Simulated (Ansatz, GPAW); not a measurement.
InAs: programs and potentials compared

```
In As
1.0
     0.00000    3.01800    3.01800
     3.01800    0.00000    3.01800
     3.01800    3.01800    0.00000
In As
1 1
Direct
  0.00000 0.00000 0.00000
  0.75000 0.75000 0.75000
```

Alike in all runs: task single point; functional PBE; k mesh 8 × 8 × 8; occupations gaussian, width 0.023 eV; no spin polarisation; no spin-orbit coupling. A missing gap at this level doesn't show that the real crystal is a metal. Pressure is positive in compression and, in plane waves, holds the error of the finite cutoff, which Ansatz's Pulay term estimates and takes out.

```tsv
program and potentials	plane-wave cutoff (eV)	notes	band gap (eV)	pressure (GPa)
Ansatz, Ansatz PAW	420	14 valence electrons an atom on average	?	?
GPAW, GPAW PAW data sets (gpaw-data 1.2.1)	600	9 valence electrons an atom on average	no gap	4.04
Ansatz, all-electron LAPW, scalar-relativistic	-	-	no gap	4.30
```

Task: Estimate from the other rows what the run with Ansatz, Ansatz PAW gave.

Result: No band gap; pressure 4.29 GPa. Its pressure holds a Pulay term of +0.04 GPa. The other rows, which needn't bracket it: pressure 4.04 to 4.30.
